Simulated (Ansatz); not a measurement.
FeO: equation of state with PBE

FeO:

```xyz
4
Lattice="3.0459 0.0000 0.0000 0.0000 3.0459 0.0000 0.0000 0.0000 5.4642" Properties=species:S:1:pos:R:3 pbc="T T T"
Fe    1.5229    0.0000    2.7321
Fe    0.0000    1.5229    0.0000
O     1.5229    1.5229    1.3661
O     1.5229    1.5229    4.0982
```

The cell comes from a database or a generator and needn't be the stable form of this composition.

```
Program             : Ansatz 0.2.0
Task                : equation of state
Functional          : PBE
Potentials or basis : Ansatz PAW
Cutoff              : 420 eV
Density cutoff      : 1680 eV
k mesh              : 9 × 9 × 5
Occupations         : fermi-dirac, width 0.05 eV
Spin                : collinear spin, ferromagnetic start
Starting moments    : [3.0, 3.0, 0.0, 0.0] μB
```

```yaml
Equilibrium_volume: outside the volumes run
```

Energy against volume, from the lowest point:
| volume (Å³/atom) | energy (meV/atom) |
| --- | --- |
| 11.913 | 0.00 |
| 12.167 | 12.51 |
| 12.420 | 24.03 |
| 12.673 | 36.46 |
| 12.927 | 51.07 |
| 13.180 | 68.11 |
| 13.434 | 87.65 |

All runs of the series together: 16 s on 2 threads of AMD EPYC 9B45 (Zen 5), on a shared host.
